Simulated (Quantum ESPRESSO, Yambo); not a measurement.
An input for Yambo 5.3.0 (WS2 (2H monolayer)):

```
HF_and_locXC
gw0
dyson
ppa
em1d
rim_cut
rim_w
RandQpts= 3000000
RandGvec= 100 RL
CUTGeo= "slab z"
RandGvecW= 9 RL
EXXRLvcs= 62 Ry
VXCRLvcs= 248 Ry
Chimod= "HARTREE"
% BndsRnXp
 1 | 184 |
%
NGsBlkXp= 13 Ry
% LongDrXp
 1 | 1 | 0 |
%
% GbndRnge
 1 | 184 |
%
DysSolver= "n"
ExtendOut
PPAPntXp= 27.21138 eV
% QPkrange
 12 | 12 | 12 | 15 |
 1 | 1 | 12 | 15 |
%
```

```sh
OMP_NUM_THREADS=1 mpirun -n 8 yambo -F gw2.in -J gw2 -C gw2 > gw2.log
```

The stored states that it reads are on a 9×9×1 mesh. The cell holds 3 atoms: 1 W and 2 S. Cell: a = 3.187 Å, b = 3.187 Å, c = 16.000 Å, α = 90.0°, β = 90.0°, γ = 120.0°. Vacuum lies along c.

How long will it take on 8 MPI ranks of Arm Neoverse V2, shared host, and how much memory?

It took 21 min; on shared hardware allow 10 min to 42 min. Peak host memory was 6.0 GiB.

The screening grows as filled bands × empty bands × pairs of k points, times the square of the screening basis for the matrix.

[Paths, hosts, dates, memory and timing lines, banners, echoed tables and standing remarks are left out of the program output.]

[Logs are printed without paths, hosts, clocks, repeated set-up lines and the standing remarks that a program may print on its own settings, such as how far it seeks lower states.]

[Runs of the session that timed out or met a known fault of the program may be left out.]

[Hosts, paths, dates, database ids (printed as entryN), source tags and the programs' standing remarks are cut or masked in the printed files.]
